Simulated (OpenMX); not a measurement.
Runs of OpenMX 3.8.5 on Mo. The structure is cubic, space group Im-3m (No. 229). Conventional cell: a = 3.168 Å, b = 3.168 Å, c = 3.168 Å, α = 90.00°, β = 90.00°, γ = 90.00°. Mo (site symmetry m-3m) is surrounded by 8 Mo at 2.74 Å. 

```tsv
level	gap on the mesh (eV)	pressure (GPa)
PBE+D3	none	(a)
PBE+D4	none	-3.8
PBE	none	2.0
PBE+D3(BJ)	none	-5.4
```

Alike in all rows: task single point; potentials or basis OpenMX 2013 PBE set, Mo7.0-s3p2d2, grid cutoff 400 Ry; no spin polarisation; cell as given; k mesh 9 × 9 × 9; smearing fermi-dirac 0.05 eV.

Task: Estimate the missing entries.

Result: (a) -5.0.

Caveats: the basis of atomic orbitals isn't converged, which shifts pressures, moduli and gaps; pairwise dispersion overbinds metals, which lowers pressure and volume (some runs).

A k mesh can miss the band edges, and the runs leave out spin-orbit coupling on Mo.

A gap of «none» marks a metal or a gap under the smearing width.
